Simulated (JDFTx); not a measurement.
Input of a JDFTx 1.7.0 (patched build) run:

The input bands.in:

```
lattice Face-Centered Cubic 6.8521507073
coords-type Lattice
ion N      0.2500000000     0.2500000000     0.2500000000 1
ion B      0.0000000000     0.0000000000     0.0000000000 1

ion-species pseudo/N.upf
ion-species pseudo/B.upf
elec-cutoff 40 320
elec-ex-corr mgga-x-scan mgga-c-scan
elec-smearing Fermi 0.0018374661
elec-n-bands 9
electronic-minimize nIterations 30 energyDiffThreshold 1e-06
davidson-band-ratio 1.3
forces-output-coords Cartesian
include path.kpoints
symmetries none
fix-electron-density run.$VAR

dump-name bands.$VAR
dump End Ecomponents EigStats BandEigs Kpoints Forces
```

path.kpoints

```
kpoint +0.0000000000 +0.0000000000 +0.0000000000 0.020000000000
kpoint +0.0714285714 +0.0000000000 +0.0714285714 0.020000000000
kpoint +0.1428571429 +0.0000000000 +0.1428571429 0.020000000000
kpoint +0.2142857143 +0.0000000000 +0.2142857143 0.020000000000
kpoint +0.2857142857 +0.0000000000 +0.2857142857 0.020000000000
kpoint +0.3571428571 +0.0000000000 +0.3571428571 0.020000000000
kpoint +0.4285714286 +0.0000000000 +0.4285714286 0.020000000000
kpoint +0.5000000000 +0.0000000000 +0.5000000000 0.020000000000
kpoint +0.5000000000 +0.0833333333 +0.5833333333 0.020000000000
kpoint +0.5000000000 +0.1666666667 +0.6666666667 0.020000000000
kpoint +0.5000000000 +0.2500000000 +0.7500000000 0.020000000000
kpoint +0.4375000000 +0.3125000000 +0.7500000000 0.020000000000
kpoint +0.3750000000 +0.3750000000 +0.7500000000 0.020000000000
kpoint +0.3281250000 +0.3281250000 +0.6562500000 0.020000000000
kpoint +0.2812500000 +0.2812500000 +0.5625000000 0.020000000000
kpoint +0.2343750000 +0.2343750000 +0.4687500000 0.020000000000
kpoint +0.1875000000 +0.1875000000 +0.3750000000 0.020000000000
kpoint +0.1406250000 +0.1406250000 +0.2812500000 0.020000000000
kpoint +0.0937500000 +0.0937500000 +0.1875000000 0.020000000000
kpoint +0.0468750000 +0.0468750000 +0.0937500000 0.020000000000
kpoint +0.0000000000 +0.0000000000 +0.0000000000 0.020000000000
kpoint +0.0833333333 +0.0833333333 +0.0833333333 0.020000000000
kpoint +0.1666666667 +0.1666666667 +0.1666666667 0.020000000000
kpoint +0.2500000000 +0.2500000000 +0.2500000000 0.020000000000
kpoint +0.3333333333 +0.3333333333 +0.3333333333 0.020000000000
kpoint +0.4166666667 +0.4166666667 +0.4166666667 0.020000000000
kpoint +0.5000000000 +0.5000000000 +0.5000000000 0.020000000000
kpoint +0.5250000000 +0.4500000000 +0.5250000000 0.020000000000
kpoint +0.5500000000 +0.4000000000 +0.5500000000 0.020000000000
kpoint +0.5750000000 +0.3500000000 +0.5750000000 0.020000000000
kpoint +0.6000000000 +0.3000000000 +0.6000000000 0.020000000000
kpoint +0.6250000000 +0.2500000000 +0.6250000000 0.020000000000
kpoint +0.5625000000 +0.2500000000 +0.6875000000 0.020000000000
kpoint +0.5000000000 +0.2500000000 +0.7500000000 0.020000000000
kpoint +0.5000000000 +0.2916666667 +0.7083333333 0.020000000000
kpoint +0.5000000000 +0.3333333333 +0.6666666667 0.020000000000
kpoint +0.5000000000 +0.3750000000 +0.6250000000 0.020000000000
kpoint +0.5000000000 +0.4166666667 +0.5833333333 0.020000000000
kpoint +0.5000000000 +0.4583333333 +0.5416666667 0.020000000000
kpoint +0.5000000000 +0.5000000000 +0.5000000000 0.020000000000
kpoint +0.4791666667 +0.4791666667 +0.5416666667 0.020000000000
kpoint +0.4583333333 +0.4583333333 +0.5833333333 0.020000000000
kpoint +0.4375000000 +0.4375000000 +0.6250000000 0.020000000000
kpoint +0.4166666667 +0.4166666667 +0.6666666667 0.020000000000
kpoint +0.3958333333 +0.3958333333 +0.7083333333 0.020000000000
kpoint +0.3750000000 +0.3750000000 +0.7500000000 0.020000000000
kpoint +0.6250000000 +0.2500000000 +0.6250000000 0.020000000000
kpoint +0.5833333333 +0.1666666667 +0.5833333333 0.020000000000
kpoint +0.5416666667 +0.0833333333 +0.5416666667 0.020000000000
kpoint +0.5000000000 +0.0000000000 +0.5000000000 0.020000000000
```

Potentials or basis: SG15-PBE-1.2.

The run is started by

```console
$ jdftx -c 1 -i bands.in -o bands.out
```

Task: What does it give for the band gap along the path?

Result: 4.93 eV, indirect (least direct gap 9.43 eV).

Levels at the corners of the path, in eV from the valence-band top:
| point | band 1 | band 2 | band 3 | band 4 | band 5 | band 6 | band 7 |
| --- | --- | --- | --- | --- | --- | --- | --- |
| Γ | -21.35 | 0.00 | 0.00 | 0.00 | 9.43 | 9.43 | 9.43 |
| X | -15.73 | -9.34 | -5.09 | -5.09 | 4.93 | 9.73 | 19.04 |
| W | -15.45 | -8.04 | -7.16 | -6.66 | 10.34 | 13.99 | 15.29 |
| K | -15.67 | -8.55 | -7.85 | -4.23 | 7.45 | 13.56 | 16.80 |
| Γ | -21.35 | 0.00 | 0.00 | 0.00 | 9.43 | 9.43 | 9.43 |
| L | -17.13 | -11.06 | -2.02 | -2.02 | 10.44 | 11.42 | 11.42 |
| U | -15.67 | -8.55 | -7.85 | -4.23 | 7.45 | 13.56 | 16.80 |
| W | -15.45 | -8.04 | -7.16 | -6.66 | 10.34 | 13.99 | 15.29 |
| L | -17.13 | -11.06 | -2.02 | -2.02 | 10.44 | 11.42 | 11.42 |
| K | -15.67 | -8.55 | -7.85 | -4.23 | 7.45 | 13.56 | 16.80 |
| U | -15.67 | -8.55 | -7.85 | -4.23 | 7.45 | 13.56 | 16.80 |
| X | -15.73 | -9.34 | -5.09 | -5.09 | 4.93 | 9.73 | 19.04 |

**What was measured.**

A printed reference work, monograph reports, for a bulk crystal of BN at 300 K: band gap 6.4 eV (indirect).

A measured gap of BN is 6.4 eV (indirect; 300 K; a printed reference work, monograph); the calculated 4.93 eV misses it by -1.47 eV. The value is that of SCAN, without temperature or zero-point motion. The cell is a database's relaxed one, not the measured one, which moves gaps too.
